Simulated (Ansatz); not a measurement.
Runs of Ansatz 0.2.0 on HfN. It takes space group Fm-3m (No. 225, cubic). The conventional cell has a = 4.512 Å, b = 4.512 Å, c = 4.512 Å, α = 90.00°, β = 90.00°, γ = 90.00°. Hf (site symmetry m-3m) is surrounded by 6 N at 2.26 Å. N (site symmetry m-3m) is surrounded by 6 Hf at 2.26 Å. 

```csv
task,level,potentials or basis,cell,k mesh,cutoff (eV),smearing,basis error allowed,mesh quality,gap on the mesh (eV),pressure (GPa),relaxed volume (Å³/atom)
single point,PBE,"all-electron LAPW, scalar-relativistic",as given,10 × 10 × 10,344,gaussian 0.015 eV,0.001 eV/atom,not flagged,none,6.7,-
band structure,PBE,"all-electron LAPW, scalar-relativistic",as given,10 × 10 × 10,344,fermi-dirac 0.05 eV,0.001 eV/atom,not flagged,-,6.7,-
relaxation of cell and atoms,BLYP+D4,"all-electron LAPW, scalar-relativistic",relaxed,10 × 10 × 10,-,fermi-dirac 0.05 eV,0.001 eV/atom,not flagged,-,0.0,11.74
single point,PBE0,all-electron PAW datasets made for the crystal,as given,8 × 8 × 8,490,fermi-dirac 0.05 eV,-,coarse,none,-,-
relaxation of cell and atoms,BLYP,"all-electron LAPW, scalar-relativistic",relaxed,10 × 10 × 10,-,fermi-dirac 0.05 eV,0.001 eV/atom,not flagged,-,0.0,(a)
single point,PBE,"all-electron LAPW, scalar-relativistic",as given,5 × 5 × 5,291,fermi-dirac 0.03 eV,0.004 eV/atom,coarse,none,6.5,-
single point,PBE,"all-electron LAPW, scalar-relativistic",as given,10 × 10 × 10,344,gaussian 0.029 eV,0.001 eV/atom,not flagged,none,6.7,-
relaxation of cell and atoms,RPBE,"all-electron LAPW, scalar-relativistic",relaxed,10 × 10 × 10,-,fermi-dirac 0.05 eV,0.001 eV/atom,not flagged,-,0.0,11.97
```

Alike in all rows: no spin polarisation.

Q: Fill in the values left out.

A: (a) 12.14.

Caveats: some runs use coarse meshes; the k mesh is thin for a metal, which can move the energy by tens of meV per atom (some runs); the program warned that the printed levels may be off, so bands, gaps and densities of states are rough (some runs).

A k mesh can miss the band edges, and the runs leave out spin-orbit coupling on Hf.

A gap of «none» marks a metal or a gap under the smearing width.

Not every run made on this cell is shown here.
